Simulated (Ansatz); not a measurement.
## Ansatz run, LiNbO$_{3}$

The input, for Ansatz 0.2.0 (plane waves, PAW):

```yaml
crystal:
  lattice:
    - [5.248772, 0.0, 0.0]
    - [-2.624386, 4.545577, 0.0]
    - [-2.624386, 1.515192, 4.599948]
  atoms:
    - { symbol: Li, position: [0.285, 0.715, 0.855] }
    - { symbol: Li, position: [0.785, 0.215, 0.355] }
    - { symbol: Nb, position: [0.009, 0.991, 0.027] }
    - { symbol: Nb, position: [0.509, 0.491, 0.527] }
    - { symbol: O, position: [0.1397, 0.2466, 0.2499] }
    - { symbol: O, position: [0.7534, 0.6432, 0.2499] }
    - { symbol: O, position: [0.3568, 0.8603, 0.2499] }
    - { symbol: O, position: [0.2534, 0.3603, 0.7499] }
    - { symbol: O, position: [0.8568, 0.7466, 0.7499] }
    - { symbol: O, position: [0.6397, 0.1432, 0.7499] }
  symmetry: { tolerance: 0.0003 }
kpoints:
  mp_grid: { grid: [6, 6, 6], shift: [0, 0, 0] }
  band_path:
    path:
      - [0.0, 0.0, 0.0]
      - [0.0, 0.0, -0.5]
      - [-0.26100012, -0.26100012, -0.5]
      - [-0.26100012, -0.47799976, -0.23899988]
      - [-0.5, 0.0, 0.0]
      - [0.0, 0.0, 0.0]
      - [-0.36949994, -0.36949994, 0.0]
      - [-0.26100012, -0.36949994, -0.36949994]
      - [0.0, -0.5, -0.5]
      - [0.0, 0.0, 0.0]
    npoints: 7
magnetization:
  spin_polarized: false
scf:
  occupations: { method: fermi_dirac }
  lower_state_search: "off"
  max_iter: 200
hamiltonian:
  pseudopotentials: { kind: paw }
  xc: pbesol
basis:
  ecutwfc: 420
  fft_grid_basis: typed
output:
  forces: true
  stress: true
  eigenvalues: true
  bader: true
  populations: true
  elf: true
  write_potential: true
  volumetric_format: npy
  dos:
    e_range: [-12, 8]
    de: 0.05
    projected: { site_lists: { Li: [Li], Nb: [Nb], O: [O] } }
  write_density: true
checkpoint:
  read: saved_state
```

Launched with:

```sh
ansatz run input.yaml --threads 1 --pin off --max-ram 2560MiB --backend cpu --events-out ev --progress --plain --runs-dir out
```

The run starts from an earlier solution of this cell. 

Excerpt of what it printed:

```
SCF iter   1: F=—  Δρ=5.93e-4  dr2=8.34e-5
SCF iter   2: F=—  Δρ=3.13e-4  dr2=2.08e-5
SCF iter   3: F=—  Δρ=1.02e-4  dr2=8.91e-6
SCF iter   4: F=—  Δρ=2.34e-5  dr2=3.47e-7
SCF iter   5: F=-12772.6128 eV  Δρ=4.94e-6  dr2=1.95e-8
Free energy (F): -12772.6128 eV
Harris-Foulkes:  -12772.6128 eV  (|F-HF|=3.70e-8)
Internal energy: -12772.6128 eV  (E = F + TS)
E sigma→0 (E₀):  -12772.6128 eV
Entropy (-TS):    0.0000 eV (-0.000 meV/atom)
Fermi energy:    8.3718 eV
--- Per-component energies (eV) ---
  E_band       = -552.2566
  E_kinetic    = 1880.5317
  E_local      = -4446.6522  (includes V_loc(G=0)·N_el)
  E_nonlocal   = 454.5248
  E_hartree    = 1512.1046
  E_xc         = -807.9653
  E_vxc        = -1014.1343  (∫ρ·V_xc dr)
  E_paw        = -6985.0709  (= ΣΔE_a)
  E_vpaw       = -450.7485  (= ΣTr[D̂ρ^β])
  E_aug_tail   = 0.0146  (compensation charges beyond the density's cutoff)
  E_ewald      = -4380.6892
  E_core_change = 0.5891  (= ΣΔE_core)
  E_smearing   =  0.0000  (= −TS)
--- Stress (GPa, compression-positive) ---
       -1.7512       0.0000       0.0000
        0.0000      -1.7512       0.0000
        0.0000       0.0000      -1.3000
  P = ⅓ Tr σ = -1.6008 GPa (-16.008 kbar)
--- Löwdin populations: 10 sites ---
  site symbol       q [e]
     0     Li      2.2564
     1     Li      2.2564
     2     Nb     11.5257
     3     Nb     11.5257
     4      O      6.6763
     5      O      6.6763
     6      O      6.6763
     7      O      6.6763
     8      O      6.6763
     9      O      6.6763
  spilling = 0.0056 (of n_electrons = 68.0000)
```

Origin: a database entry at a rescaled volume.

**Question.** How long did it run, and on what?

**Answer.** Cost: 73 s on 1 thread of Intel(R) Xeon(R) 6975P-C (Granite Rapids), with other jobs on the host, peak memory 0.51 GiB (start from a saved density).
